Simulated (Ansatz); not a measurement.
The system is Si2Mo.

```
CELL_PARAMETERS angstrom
-1.60000 1.60000 3.93050
1.60000 -1.60000 3.93050
1.60000 1.60000 -3.93050
ATOMIC_POSITIONS crystal
Mo 0.00000 0.00000 0.00000
Si 0.66700 0.66700 0.00000
Si 0.33300 0.33300 0.00000
```

- Program: Ansatz 0.2.0
- Task: relaxation of cell and atoms
- Functional: LDA
- Potentials or basis: Ansatz PAW
- Cutoff: 420 eV (not typed: the program's choice for these potentials)
- k mesh: 12 × 12 × 12
- Occupations: fermi-dirac, width 0.05 eV
- Spin: no spin polarisation

At the start: volume 13.42 Å³/atom.

Q: How do energy, volume and symmetry change on relaxing?

A: It ends after 5 steps and the volume is 13.06 Å³/atom (-2.7 %); space group I4/mmm (No. 139, to 0.05 Å).

The path:
```csv
step,energy change (eV),largest force (eV/Å),volume (Å³)
1,0.0000,0.3763,40.25
2,-0.0263,0.0043,38.83
3,-0.0283,0.0170,39.19
4,-0.0284,0.0065,39.18
5,-0.0281,0.0064,39.18
```

Final structure:
```yaml
crystal:
  lattice:
    - [-1.58701, 1.58701, 3.88911]
    - [1.58701, -1.58701, 3.88911]
    - [1.58701, 1.58701, -3.88911]
  atoms:
    - { symbol: Mo, position: [0.00000, 0.00000, 0.00000] }
    - { symbol: Si, position: [0.66483, 0.66483, 0.00000] }
    - { symbol: Si, position: [0.33517, 0.33517, 0.00000] }
```

Caveat: the plane-wave basis is chosen anew once the cell has moved, so the energies of steps on either side of that aren't comparable; the PAW data sets come from PBE, with cores solved anew for the run's functional, which leaves a small shift of forces and pressure.
